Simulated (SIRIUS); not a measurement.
# Ge (I4/mmm) in SIRIUS: reference runs

Reference runs on Ge: the cell as given.

All numbers are computed with SIRIUS 7.10.0; they aren't measurements. Logs are shortened: lines on timing, memory, paths and dates and some standing lists are left out, and cuts for length are marked. The log counts tension as positive stress, the text compression.

### Step 1. Starting point

Symmetry: I4/mmm, No. 139, tetragonal system. Conventional cell: a = 3.217 Å, b = 3.217 Å, c = 3.746 Å, α = 90.00°, β = 90.00°, γ = 90.00°. Ge (site symmetry 4/mmm) is surrounded by 12 Ge at 2.95 to 3.22 Å.

The cell was built by a generator and needn't be a form met in nature.

### Step 2. Single point, PBE

Input file sirius.json:

```json
{
  "control": {
    "processing_unit": "cpu",
    "verbosity": 2,
    "num_bands_to_print": 14,
    "print_forces": true,
    "print_stress": true
  },
  "parameters": {
    "electronic_structure_method": "pseudopotential",
    "xc_functionals": ["XC_GGA_X_PBE", "XC_GGA_C_PBE"],
    "gk_cutoff": 8.9,
    "pw_cutoff": 17.8,
    "ngridk": [12, 12, 12],
    "shiftk": [0, 0, 0],
    "smearing": "fermi_dirac",
    "smearing_width": 0.0018374661,
    "num_bands": 14,
    "num_mag_dims": 0,
    "num_dft_iter": 100,
    "energy_tol": 1e-08,
    "density_tol": 1e-06
  },
  "iterative_solver": {
    "type": "davidson",
    "min_tolerance": 1e-09,
    "tolerance_scale": [0.1, 0.25]
  },
  "mixer": {
    "type": "anderson",
    "beta": 0.7,
    "max_history": 8
  },
  "settings": {
    "tol_ne": 1e-10,
    "pseudo_grid_cutoff": 6.5
  },
  "unit_cell": {
    "lattice_vectors": [
      [-3.039473293371, 3.039473293371, 3.539797182126],
      [3.039473293371, -3.039473293371, 3.539797182126],
      [3.039473293371, 3.039473293371, -3.539797182126]
    ],
    "atom_coordinate_units": "lattice",
    "atom_types": ["Ge"],
    "atom_files": {
      "Ge": "Ge.json"
    },
    "atoms": {
      "Ge": [
        [0.5, 0.5, 0.0]
      ]
    }
  }
}
```

Potentials or basis: PseudoDojo 0.4.1 PBE standard (scalar relativistic).

The run is started by

```sh
> upf_to_json Ge.upf
> OMP_NUM_THREADS=1 sirius.scf --input=sirius.json --output=out.json --task=0
```

Output:

```text
[info] SIRIUS version : 7.10.0
[info] number of MPI ranks           : 1
[info] MPI grid                      : 1 1
[info] maximum number of OMP threads : 1
[fft] FFT context for density and potential
[fft] =====================================
[fft]   comm size                             : 1
[fft]   plane wave cutoff                     : 17.8
[fft]   grid size                             : 36 36 36   total : 46656
[fft]   grid limits                           : -17 18   -17 18   -17 18
[fft]   number of G-vectors within the cutoff : 6223
[fft]   local number of G-vectors             : 6223
[fft]   number of G-shells                    : 933
[fft] FFT context for coarse grid
[fft] =====================================
[fft]   comm size                             : 1
[fft]   plane wave cutoff                     : 17.8
[fft]   grid size                             : 36 36 36   total : 46656
[fft]   grid limits                           : -17 18   -17 18   -17 18
[fft]   number of G-vectors within the cutoff : 6223
[fft]   local number of G-vectors             : 6223
[fft]   number of G-shells                    : 933
[unit cell] lattice vectors
[unit cell]   a1 :      -3.0394732934      3.0394732934      3.5397971821
[unit cell]   a2 :       3.0394732934     -3.0394732934      3.5397971821
[unit cell]   a3 :       3.0394732934      3.0394732934     -3.5397971821
[unit cell] reciprocal lattice vectors
[unit cell]   b1 :       0.0000000000      1.0335977159      0.8875063999
[unit cell]   b2 :       1.0335977159      0.0000000000      0.8875063999
[unit cell]   b3 :       1.0335977159      1.0335977159      0.0000000000
[unit cell] unit cell volume :       130.80821943 [a.u.^3]
[unit cell] 1/sqrt(omega)    :         0.08743443
[unit cell] MT volume        :         0.00000000 ( 0.00%)
[unit cell] IT volume        :       130.80821943 (100.00%)
[unit cell] number of atom types : 1
[unit cell] type id : 0 symbol : Ge mt_radius :  15.590000 num_atoms : 1
[unit cell] total number of atoms : 1
[unit cell] number of symmetry classes : 1
[unit cell] number of PAW atoms : 0
[unit cell] atom id  type id  class id             position                      vector_field
[unit cell] ------------------------------------------------------------------------------------------
[unit cell]      0        0        0      0.50000   0.50000   0.00000      0.00000   0.00000   0.00000
[unit cell] atom id         position (Cartesian, a.u.)
[unit cell] ---------------------------------------------
[unit cell]      0       0.000000    0.000000    3.539797
[... 258 lines left out ...]
[diagonalize] ik:  162   -0.475933   -0.475201   -0.471270   -0.470480   -0.470480    0.305438    0.347199    0.463898    0.463898    0.600594    0.629246    1.419550    1.421515    1.441155
[find] Charges and magnetic moments
[find] --------------------------------------------------------------------------------
[find] total charge          : 14.000000
[find] Energy
[find] --------------------------------------------------------------------------------
[find] valence_eval_sum               :      -3.76823954
[find] <rho|V^{XC}>                   :     -14.53262622
[find] <rho|E^{XC}>                   :     -21.80517279
[find] <mag|B^{XC}>                   :       0.00000000
[find] <rho|V^{H}>                    :      45.02687296
[find] one-electron contribution      :     -34.26248628 (Ha),     -68.52497255 (Ry)
[find] hartree contribution           :      22.51343648
[find] xc contribution                :     -21.80517279
[find] ewald contribution             :     -55.75487461
[find] PAW contribution               :       0.00000000
[find] smearing (-TS)                 :      -0.00014453
[find] SCF correction                 :       0.00000177
[find] Total energy                   :     -89.30909542 (Ha),    -178.61819084 (Ry)
[find] Free energy (E-TS)             :     -89.30923995 (Ha),    -178.61847990 (Ry)
[find] band gap (eV)                  :       0.00000000
[find] Efermi                         :       0.43847296
[find] iteration : 8, RMS : 1.481503415793e-08, energy difference : -7.588596417918e-12
[find] Hartree energy of density residual : 9.083008385902e-15
[find] bands are converged : false
[find] iterative solver converged : true
[find] converged after 9 SCF iterations!
[find] Charges and magnetic moments
[find] --------------------------------------------------------------------------------
[find] total charge          : 14.000000
[find] Energy
[find] --------------------------------------------------------------------------------
[find] valence_eval_sum               :      -3.76823954
[find] <rho|V^{XC}>                   :     -14.53262622
[find] <rho|E^{XC}>                   :     -21.80517279
[find] <mag|B^{XC}>                   :       0.00000000
[find] <rho|V^{H}>                    :      45.02687296
[find] one-electron contribution      :     -34.26248628 (Ha),     -68.52497255 (Ry)
[find] hartree contribution           :      22.51343648
[find] xc contribution                :     -21.80517279
[find] ewald contribution             :     -55.75487461
[find] PAW contribution               :       0.00000000
[find] smearing (-TS)                 :      -0.00014453
[find] SCF correction                 :       0.00000177
[find] Total energy                   :     -89.30909542 (Ha),    -178.61819084 (Ry)
[find] Free energy (E-TS)             :     -89.30923995 (Ha),    -178.61847990 (Ry)
[find] band gap (eV)                  :       0.00000000
[find] Efermi                         :       0.43847296
[ground_state] === stress tensor components [kbar] ===
[ground_state] === stress_kin ===
[ground_state] -100510.984873    0.000000   -0.000000
[ground_state]     0.000000-100510.984873    0.000000
[ground_state]    -0.000000    0.000000-100528.029342
[ground_state] === stress_har ===
[ground_state] -16910.454165    0.000000   -0.000000
[ground_state]     0.000000-16910.454165    0.000000
[ground_state]    -0.000000    0.000000-16815.671348
[ground_state] === stress_ewald ===
[ground_state] 41761.751453   -0.000000    0.000000
[ground_state]    -0.00000041761.751453   -0.000000
[ground_state]     0.000000   -0.00000041878.771996
[ground_state] === stress_vloc ===
[ground_state] -14187.389178    0.000000   -0.000000
[ground_state]     0.000000-14187.389178    0.000000
[ground_state]    -0.000000    0.000000-14362.597742
[ground_state] === stress_xc ===
[ground_state] -15744.840907    0.000000   -0.000000
[ground_state]     0.000000-15744.840907    0.000000
[ground_state]    -0.000000    0.000000-15745.874378
[ground_state] === stress_core ===
[ground_state] 27301.616080   -0.000000    0.000000
[ground_state]    -0.00000027301.616080   -0.000000
[ground_state]     0.000000   -0.00000027301.201584
[ground_state] === stress_nonloc ===
[ground_state] 78285.869702   -0.000000    0.000000
[ground_state]    -0.00000078285.869702   -0.000000
[ground_state]     0.000000   -0.00000078260.971219
[ground_state] === stress_us_nl ===
[ground_state] 78285.869702   -0.000000    0.000000
[ground_state]    -0.00000078285.869702   -0.000000
[ground_state]     0.000000   -0.00000078260.971219
[ground_state] === stress_total ===
[ground_state]    -4.431887   -0.000000    0.000000
[ground_state]    -0.000000   -4.431887    0.000000
[ground_state]     0.000000    0.000000  -11.228009
[ground_state] ==== total Forces in Ha/bohr =====
[ground_state] atom:    0, force:       0.0000000      0.0000000      0.0000000
[... 8 lines left out ...]
[ground_state] ==== Ewald forces from ions =====
[ground_state] atom:    0, force:       0.0000000      0.0000000      0.0000000
[~DFT_ground_state] local op. applied: 49297
[~DFT_ground_state] evp. work count: 14152.9
[~DFT_ground_state] number of iterative solver steps: 4724
```

Wall time 48 s (1 thread of Arm Neoverse V2, shared host); peak memory 0.47 GiB.

Results:

| Item | Value |
| --- | --- |
| Free energy | -2430.2282 eV |
| Pressure | 0.7 GPa |
| Band gap on the k mesh | none (metal or under the smearing width) |

Stress tensor (GPa, compression positive):
```
0.44 0.00 0.00
0.00 0.44 0.00
0.00 0.00 1.12
```
